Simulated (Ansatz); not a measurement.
Level of theory: Ansatz 0.2.0, DFT PBE, scalar-relativistic, plane waves, PAW. Settings: cutoff 420 eV, Γ-centred meshes spaced at most about 0.3 Å⁻¹, and about 0.25 Å⁻¹ or finer for metals (2π included), Gaussian smearing. No spin polarisation in the final relaxations.

Temperature and zero-point effects are left out.

Two relaxed structures of Si2W:

A.

```cif
data_structure
_symmetry_space_group_name_H-M 'I4/mmm'
_symmetry_Int_Tables_number 139
_cell_length_a 3.2290
_cell_length_b 3.2290
_cell_length_c 7.8669
_cell_angle_alpha 90.000
_cell_angle_beta 90.000
_cell_angle_gamma 90.000
_cell_volume 82.03
loop_
_atom_site_label
_atom_site_type_symbol
_atom_site_symmetry_multiplicity
_atom_site_Wyckoff_symbol
_atom_site_fract_x
_atom_site_fract_y
_atom_site_fract_z
_atom_site_occupancy
Si1 Si 4 e 0.00000 0.00000 0.33453 1
W1 W 2 a 0.00000 0.00000 0.00000 1
```

B.

```cif
data_structure
_symmetry_space_group_name_H-M 'P6_222'
_symmetry_Int_Tables_number 180
_cell_length_a 4.6140
_cell_length_b 4.6140
_cell_length_c 6.6464
_cell_angle_alpha 90.000
_cell_angle_beta 90.000
_cell_angle_gamma 120.000
_cell_volume 122.54
loop_
_atom_site_label
_atom_site_type_symbol
_atom_site_symmetry_multiplicity
_atom_site_Wyckoff_symbol
_atom_site_fract_x
_atom_site_fract_y
_atom_site_fract_z
_atom_site_occupancy
Si1 Si 6 j 0.83634 0.67268 0.50000 1
W1 W 3 d 0.00000 0.50000 0.16667 1
```

Task: Which form is favoured at zero pressure, and by what margin per atom?

Result: A is lower, by 68 meV/atom. A has space group I4/mmm (No. 139), 13.7 Å³/atom and no gap on its mesh; B has space group P6_222 (No. 180), 13.6 Å³/atom and a gap of 0.01 eV. Counting Si atoms around W (those within 1.25 times the shortest such distance or 1.15 times the sum of covalent radii), A and B both have W 10. Origin: A is a cell as deposited in COD, relaxed; B is a Materials Project cell, relaxed.

These runs have no spin–orbit coupling, which can matter for W.
